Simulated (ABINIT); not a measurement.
# ZnS (Wurtzite-2H): band structure with LDA-VWN

**What was measured.**

A printed reference work, monograph reports, for a bulk crystal of ZnS at 4 K: band gap 3.911 eV (direct).

Crystal: ZnS (Wurtzite-2H).

```xyz
4
Lattice="3.8110 0.0000 0.0000 -1.9055 3.3004 0.0000 0.0000 0.0000 6.2340" Properties=species:S:1:pos:R:3 pbc="T T T"
Zn    1.9055    1.1001    3.1170
Zn    0.0000    2.2003    0.0000
S     1.9055    1.1001    5.5171
S     0.0000    2.2003    2.4001
```

```json
{
  "Program": "ABINIT 10.8.3 (patched build)",
  "Task": "band structure",
  "Functional": "LDA-VWN",
  "Potentials or basis": "JTH PAW LDA v2.0",
  "Cutoff": "544 eV",
  "k mesh": "8 × 8 × 5",
  "Occupations": "fermi-dirac, width 0.05 eV",
  "Spin": "no spin polarisation",
  "Fine-grid cutoff": "1088.46 eV"
}
```

| Property | Result |
| --- | --- |
| Largest force | 0.288 eV/Å |
| Band gap on the k mesh | 1.98 eV, direct |
| Valence electrons inside the program's atomic spheres | Zn 10.82; S 3.60 |

Forces on the atoms (eV/Å):
```
Zn   0.000  0.000  0.288
Zn   0.000  0.000  0.288
S    0.000  0.000 -0.288
S    0.000  0.000 -0.288
```

Levels at the corners of the path, in eV from the valence-band top:
| point | band 16 | band 17 | band 18 | band 19 | band 20 | band 21 |
| --- | --- | --- | --- | --- | --- | --- |
| Γ | -0.02 | -0.02 | 0.00 | 1.98 | 2.77 | 6.12 |
| M | -2.28 | -1.60 | -1.00 | 3.40 | 4.06 | 4.99 |
| K | -2.26 | -2.26 | -2.26 | 4.25 | 5.77 | 5.77 |
| Γ | -0.02 | -0.02 | 0.00 | 1.98 | 2.77 | 6.12 |
| A | -0.46 | -0.46 | -0.46 | 3.28 | 3.28 | 6.56 |
| L | -1.69 | -1.56 | -1.56 | 3.39 | 3.39 | 4.96 |
| H | -3.18 | -1.27 | -1.27 | 4.34 | 4.34 | 6.27 |
| A | -0.46 | -0.46 | -0.46 | 3.28 | 3.28 | 6.56 |

It took 4.4 min on 1 thread of Arm Neoverse V1, on a shared host, peak memory 0.15 GiB.

Against the measured gap of ZnS, 3.911 eV (direct; 4 K; a printed reference work, monograph), the calculated 1.98 eV is off by -1.93 eV. The value is that of LDA-VWN, without temperature or zero-point motion. Semilocal functionals fall short of measured gaps as a rule.
